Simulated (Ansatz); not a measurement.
# Ti: the cost of one run

Method: DFT PBE, scalar-relativistic, plane waves, PAW, in Ansatz 0.2.0.

27 further runs of the same task are left out: 27 set aside as unsound or not needed.

## (1) The starting structure

It takes space group Fm-3m (No. 225, cubic). The conventional cell has a = 4.060 Å, b = 4.060 Å, c = 4.060 Å, α = 90.00°, β = 90.00°, γ = 90.00°. Around Ti (site symmetry m-3m) lie 12 Ti at 2.87 Å.

Coordinates:

```cif
data_structure
_symmetry_space_group_name_H-M 'Fm-3m'
_symmetry_Int_Tables_number 225
_cell_length_a 4.0600
_cell_length_b 4.0600
_cell_length_c 4.0600
_cell_angle_alpha 90.000
_cell_angle_beta 90.000
_cell_angle_gamma 90.000
_cell_volume 66.92
loop_
_atom_site_label
_atom_site_type_symbol
_atom_site_symmetry_multiplicity
_atom_site_Wyckoff_symbol
_atom_site_fract_x
_atom_site_fract_y
_atom_site_fract_z
_atom_site_occupancy
Ti1 Ti 4 a 0.00000 0.00000 0.00000 1
```

The structure comes from the Crystallography Open Database.

## (5) The grid

The energy is mapped over volume and a fixed ferromagnetic moment.

The axes are (1) volume per atom: 7 values from 14.25 to 20.51 Å³; (2) total spin moment of the cell, held fixed: 9 values from 0.000 to 1.000 μB.

Nothing else is relaxed (shape and fractional coordinates fixed). Points are written as (first, second).

(The set-up runs are not shown.)

## (6) Grid point (16.34 Å³, 0.000 μB)

File input.yaml:

```yaml
crystal:
  lattice:
    - [0.0, 2.0140264001, 2.0140264001]
    - [2.0140264001, 0.0, 2.0140264001]
    - [2.0140264001, 2.0140264001, 0.0]
  atoms:
    - { symbol: Ti, position: [0.0, 0.0, 0.0] }
basis:
  ecutwfc: 520.0
kpoints:
  mp_grid: { grid: [20, 20, 20] }
hamiltonian:
  xc: pbe
  pseudopotentials: { kind: paw }
scf:
  occupations: { method: gaussian, width: 0.15 }
  lower_state_search: "off"
output:
  forces: true
  stress: true
  eigenvalues: true
```

Run with:

```console
ansatz run input.yaml --threads 1 --pin off --max-ram 2048MiB --backend cpu --events-out ev --progress --plain --runs-dir out
```

What time and memory should one allow on 1 thread of Arm Neoverse N1, shared host?

About 5.6 s, with a peak of 0.33 GiB.
